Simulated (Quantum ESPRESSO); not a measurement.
MgS (Niningerite): zone-centre phonons and dielectric response under several settings

```
S Mg
1.0
     0.00000    2.60165    2.60165
     2.60165    0.00000    2.60165
     2.60165    2.60165    0.00000
S Mg
1 1
Direct
  0.50000 0.50000 0.50000
  0.00000 0.00000 0.00000
```

All runs used Quantum ESPRESSO 7.5; k mesh 4 × 4 × 4, shifted; relaxed cell; no spin polarisation; cutoff 1143 eV; occupations smeared at first, fixed for the response.

| level | potentials | volume (Å³/atom) | lowest optical mode without the field (cm⁻¹) | highest mode with the field (cm⁻¹) | ε∞ (mean) | ε0 (mean) | Born charge of atom 1 (e) |
| --- | --- | --- | --- | --- | --- | --- | --- |
| LDA | PseudoDojo 0.4.1 SR LDA standard | ? | ? | ? | ? | ? | ? |
| PBE | PseudoDojo 0.4.1 SR PBE standard | 17.89 | 229 | 392 | 5.46 | 16.0 | -2.36 |
| PBEsol | PseudoDojo 0.4.1 SR PBEsol standard | 17.41 | 242 | 397 | 5.58 | 15.0 | -2.33 |
| AM05 | PseudoDojo 0.4.1 SR PBE standard | 17.53 | 236 | 393 | 5.57 | 15.6 | -2.34 |
| vdW-DF-cx | PseudoDojo 0.4.1 SR PBE standard | 17.68 | 249 | 403 | 5.41 | 14.2 | -2.33 |

Q: What stands in the row left open?

A: Volume 16.89 Å³/atom; lowest optical mode without the field 251 cm⁻¹; highest mode with the field 403 cm⁻¹; ε∞ 5.64; ε0 14.5; Born charge of atom 1 -2.31 e.

Caveats: before the sum rule the acoustic modes lie tens of cm⁻¹ from zero, a sign that the density grid also shifts the optical modes (some runs); the potentials were made for another functional, which shifts forces and pressure (some runs).
